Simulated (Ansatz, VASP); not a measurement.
# Bi: VASP beside Ansatz

```
CELL_PARAMETERS angstrom
4.34982 0.00000 0.00000
-2.17491 3.76705 0.00000
0.00000 0.00000 4.21489
ATOMIC_POSITIONS crystal
Bi 0.33333 0.66667 0.25000
Bi 0.66667 0.33333 0.75000
```

Alike in both runs: functional r2SCAN; k mesh 12 × 12 × 8; occupations gaussian, width 0.1 eV; no spin polarisation.

Ansatz relaxed the structure, and its values are those at the end. VASP's run is a single point on that final structure, the one shown.

|  | VASP | Ansatz |
| --- | --- | --- |
| version | VASP 6.6.1 | Ansatz 0.2.0 |
| potentials or method | VASP PAW PBE potentials, release 64 (Bi_d) | scalar-relativistic, plane waves, PAW |
| plane-wave cutoff (eV) | 520 | 500 |
| valence electrons in the cell | 30 | 30 |

|  | VASP | Ansatz | Ansatz less VASP |
| --- | --- | --- | --- |
| gap on the k mesh at the Fermi level (eV) | none | none | - |
| pressure (GPa) | -0.1 | 0.0 | +0.04 |

A gap of «none» marks a metal or a gap that the smearing closes.

Caveats: the PAW data sets were made with another functional, which shifts forces and pressure a little (VASP); spin-orbit coupling is left out, which moves the levels of the heavy elements.
